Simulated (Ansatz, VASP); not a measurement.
One calculation of BN, two programs

```
B N
1.0
     2.55856    0.00000    0.00000
    -1.27928    2.21577    0.00000
     0.00000    0.00000    8.40918
B N
4 4
Cartesian
  0.0000 0.0000 0.7852
  0.0000 0.0000 4.9898
  0.0000 1.4772 2.8932
  1.2793 0.7386 7.0978
  0.0000 0.0000 3.4204
  0.0000 0.0000 7.6250
  0.0000 1.4772 1.3103
  1.2793 0.7386 5.5149
```

Alike in both runs: task single point; functional r2SCAN; k mesh 12 × 12 × 4; occupations gaussian, width 0.02 eV; no spin polarisation.

|  | VASP | Ansatz |
| --- | --- | --- |
| version | VASP 6.6.1 | Ansatz 0.2.0 |
| potentials or method | VASP PAW PBE potentials, release 64 (B, N) | scalar-relativistic, plane waves, PAW |
| plane-wave cutoff (eV) | 520 | 500 |
| valence electrons in the cell | 32 | 32 |

```tsv
	VASP	Ansatz	Ansatz less VASP
gap on the k mesh at the Fermi level (eV)	6.03	6.05	+0.018
least direct gap on the mesh (eV)	8.11	8.13	+0.015
pressure (GPa)	-3.7	-4.7	-1.05
rms of the force components (eV/Å)	0.002	0.003	+0.0006
```

Atom by atom the forces differ by 0.001 eV/Å (rms over components).

Caveats: the PAW data sets were made with another functional, which shifts forces and pressure a little (VASP). A k mesh can miss the band edges.
